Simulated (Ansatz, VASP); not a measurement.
**Li in VASP and in Ansatz**

```
CELL_PARAMETERS angstrom
3.47000 0.00000 0.00000
0.00000 3.47000 0.00000
0.00000 0.00000 3.47000
ATOMIC_POSITIONS crystal
Li 0.00000 0.00000 0.00000
Li 0.50000 0.50000 0.50000
```

Alike in both runs: task relaxation of cell and atoms; functional PBE; k mesh 20 × 20 × 20; occupations gaussian, width 0.3 eV; no spin polarisation.

```csv
,VASP,Ansatz
version,VASP 6.6.1,Ansatz 0.2.0
potentials or method,"VASP PAW PBE potentials, release 64 (Li_sv)","scalar-relativistic, plane waves, PAW"
plane-wave cutoff (eV),600,420
valence electrons in the cell,6,6
```

Ansatz gave:

```
gap on the k mesh at the Fermi level, each at its own relaxed structure (eV) : none
relaxed volume (Å³/atom)                                                     : 20.27
relaxed cell length with the largest relative difference (Å)                 : 3.436
energy change over the relaxation (meV/atom)                                 : -1
```

What did VASP give for the same quantities?

gap on the k mesh at the Fermi level, each at its own relaxed structure (eV): none; relaxed volume (Å³/atom): 20.13; relaxed cell length with the largest relative difference (Å): 3.427; energy change over the relaxation (meV/atom): -1.

A gap of «none» marks a metal or a gap that the smearing closes.

Caveats: the cutoff is under 1.25 times the usual one of these potentials, so pressure, stress and relaxed cells hold a basis-set (Pulay) error (VASP).
